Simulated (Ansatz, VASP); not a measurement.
## SnO2: VASP beside Ansatz

```xyz
3
Lattice="0.0000 2.5715 2.5715 2.5715 0.0000 2.5715 2.5715 2.5715 0.0000" Properties=species:S:1:pos:R:3 pbc="T T T"
Sn    0.0000    0.0000    0.0000
O     1.2857    1.2857    1.2857
O     3.8572    3.8572    3.8572
```

Change from the starting cell: hydrostatic strain +1.5%.

Alike in both runs: task single point; functional r2SCAN; k mesh 8 × 8 × 8; occupations fermi-dirac, width 0.02 eV; no spin polarisation.

```csv
,VASP,Ansatz
version,VASP 6.6.1,Ansatz 0.2.0
potentials or method,"VASP PAW PBE potentials, release 64 (Sn_d, O)","plane waves, PAW"
plane-wave cutoff (eV),520,500
valence electrons in the cell,26,26
```

Ansatz gave:

* pressure (GPa): -9.1

**Question.** Which values does VASP return?

**Answer.** Pressure (GPa): -8.0.

The functional is the same, so the differences come from potentials, cutoffs and numerics.

Caveats: the PAW data sets were made with another functional, which shifts forces and pressure a little (VASP).
